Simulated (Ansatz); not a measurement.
Ga:

```
Ga
1.0
     2.71648    0.00000    0.00000
     0.00000    2.71648    0.00000
     0.00000    0.00000    2.71648
Ga
1
Direct
  0.00000 0.00000 0.00000
```

The cell was built by a generator and needn't be a form met in nature.

* Program: Ansatz 0.2.0
* Task: relaxation of cell and atoms
* Functional: revPBE
* Potentials or basis: Ansatz PAW
* Cutoff: 420 eV (not typed: the program's choice for these potentials)
* k mesh: 10 × 10 × 10
* Occupations: fermi-dirac, width 0.05 eV
* Spin: no spin polarisation

At the start: volume 20.05 Å³/atom.

**Question.** Where does the relaxation end?

**Answer.** It ends after 5 steps and the volume is 20.82 Å³/atom (+3.8 %); space group Pm-3m (No. 221, to 0.05 Å).

The path:
| step | energy change (eV) | largest force (eV/Å) | volume (Å³) |
| --- | --- | --- | --- |
| 1 | 0.0000 | 0.0000 | 20.05 |
| 2 | -0.0028 | 0.0000 | 20.53 |
| 3 | -0.0032 | 0.0000 | 20.84 |
| 4 | -0.0032 | 0.0000 | 20.82 |
| 5 | -0.0034 | 0.0000 | 20.82 |

Final structure:
```
Ga
1.0
     2.75086    0.00000    0.00000
     0.00000    2.75086    0.00000
     0.00000    0.00000    2.75086
Ga
1
Cartesian
  0.0000 0.0000 0.0000
```

Caveat: the plane-wave basis is chosen anew once the cell has moved, so the energies of steps on either side of that aren't comparable; the PAW data sets come from PBE, with cores solved anew for the run's functional, which leaves a small shift of forces and pressure.
